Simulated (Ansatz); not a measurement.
Ansatz input file:

```yaml
crystal:
  lattice:
    - [0.0, 2.952940895, 2.952940895]
    - [2.952940895, 0.0, 2.952940895]
    - [2.952940895, 2.952940895, 0.0]
  atoms:
    - { symbol: In, position: [0.0, 0.0, 0.0] }
    - { symbol: P, position: [0.75, 0.75, 0.75] }
basis:
  ecutwfc: 420
kpoints:
  mp_grid: { grid: [10, 10, 10] }
hamiltonian:
  xc: pbe
scf:
  occupations: { method: gaussian, width: 0.02 }
output:
  forces: true
  stress: true
  eigenvalues: true
  populations: true
  write_density: true
  write_potential: true
  elf: true
  volumetric_format: npy
```

Run as
```bash
ansatz run input.yaml --threads 1 --pin off --max-ram 1331MiB --backend cpu --events-out ev --progress --plain --runs-dir out
```

All numbers below come from DFT PBE, scalar-relativistic, plane waves, PAW (Ansatz 0.2.0).

From the run's log, abridged (final results; tables in files aren't shown):

```
SCF 1 converged in 6 iterations: F = -6354.000965 eV  dr2 = 4.41e-8
SCF converged after 6 iterations
Free energy (F): -6354.000965 eV
Harris-Foulkes:  -6354.000965 eV  (|F-HF|=2.44e-8)
Internal energy: -6354.000965 eV  (E = F + TS)
E sigma→0 (E₀):  -6354.000965 eV
Fermi energy:    7.003809 eV
--- Per-component energies (eV) ---
  E_band       = -56.298122
  E_kinetic    = 313.035838
  E_local      = -1412.030534  (includes V_loc(G=0)·N_el)
  E_nonlocal   = 401.394764
  E_hartree    = 556.581279
  E_xc         = -276.375887
  E_vxc        = -159.568616  (∫ρ·V_xc dr)
  E_paw        = -4725.174949  (= ΣΔE_a)
  E_vpaw       = -312.298430  (= ΣTr[D̂ρ^β])
  E_aug_tail   = 0.000029  (compensation charges beyond the density's cutoff)
  E_ewald      = -1211.431505
  E_smearing   =  0.000000  (= −TS)
--- Forces (eV/Å), atoms counted from 1 ---
  atom   1  In     0.00000000     0.00000000     0.00000000
  atom   2  P      0.00000000     0.00000000     0.00000000
--- Stress (GPa, compression-positive) ---
        1.716645       0.000000       0.000000
        0.000000       1.716645       0.000000
        0.000000       0.000000       1.716645
  P = ⅓ Tr σ = 1.7166 GPa (17.166 kbar)
--- Band table (eV; the first three rows and the last of 47) ---
  k-point 0: bands = ["-7.4331", "-7.4331", "-7.4331", "-7.2919", "-7.2919", "-4.6543", "6.7080", "6.7080", "6.7080", "7.2988", "10.7982", "10.7982", "10.7982"]
  k-point 1: bands = ["-7.4443", "-7.4285", "-7.4285", "-7.2920", "-7.2920", "-4.5436", "5.5391", "6.5889", "6.5889", "8.1152", "10.8543", "10.9794", "10.9794"]
  k-point 2: bands = ["-7.4727", "-7.4175", "-7.4175", "-7.2909", "-7.2909", "-4.2256", "4.0399", "6.3175", "6.3175", "8.4706", "11.3446", "11.3446", "11.4451"]
  k-point 46: bands = ["-7.5767", "-7.3731", "-7.3438", "-7.3137", "-7.2753", "-2.3128", "1.1886", "3.9056", "3.9463", "10.4997", "10.6785", "12.7966", "13.2709"]
--- Löwdin populations: 2 sites ---
  site symbol q [e]
     0     In     12.6967
     1      P      5.2602
  spilling = 0.002394 (of n_electrons = 18.000000)
```

The calculation finished and met its thresholds.